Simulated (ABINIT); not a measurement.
Runs of ABINIT 10.8.3 (patched build) on PtSe2 (Sudovikovite). Symmetry: P-3m1, No. 164, trigonal system. Conventional cell: a = 3.724 Å, b = 3.724 Å, c = 5.062 Å, α = 90.00°, β = 90.00°, γ = 120.00°. Pt (site symmetry -3m) is surrounded by 6 Se at 2.49 Å. Se (site symmetry 3m) has 3 Pt at 2.49 Å as nearest neighbours. 

| task | level | potentials or basis | k mesh | cutoff (eV) | electron-positron correlation | fine-grid cutoff | bands in the sums | broadening (eV) | scissor shift (eV) | gap on the mesh (eV) | pressure (GPa) | largest force (eV/Å) |
| --- | --- | --- | --- | --- | --- | --- | --- | --- | --- | --- | --- | --- |
| single point | PBEsol | PseudoDojo NC SR PBEsol v0.4.1 standard | 6 × 6 × 4 | 1061 | - | - | - | - | - | none | (b) | 0.32 |
| single point | PBE | PseudoDojo NC SR PBE v0.4.1 standard | 6 × 6 × 4 | 1061 | - | - | - | - | - | none | 6.7 | 0.57 |
| single point | LDA | PseudoDojo NC SR LDA v0.4.1 standard | 6 × 6 × 4 | 1170 | - | - | - | - | - | none | -0.6 | 0.18 |
| positron lifetime | LDA | JTH PAW LDA v2.0 | 6 × 6 × 4 | 408 | Sterne-Kaiser GGA | 816.342 eV | - | - | - | none | 0.0 | (a) |
| optical spectrum | PBE | PseudoDojo NC SR PBE v0.4.1 standard | 8 × 8 × 6, shifted | 1061 | - | - | 31 | 0.05 | 0 | - | 6.7 | 0.56 |

Alike in all rows: no spin polarisation; cell as given; smearing fermi-dirac 0.05 eV.

Estimate the missing entries.

(a) 0.26; (b) 1.5.

Caveats: the PAW basis is incomplete for the positron (some runs); the intraband (Drude) term is left out (some runs); spectra need much finer meshes, so this one isn't converged (some runs).

A k mesh can miss the band edges, and the runs leave out spin-orbit coupling on Pt, Se.

A gap of «none» marks a metal or a gap under the smearing width.

Not every run made on this cell is shown here.
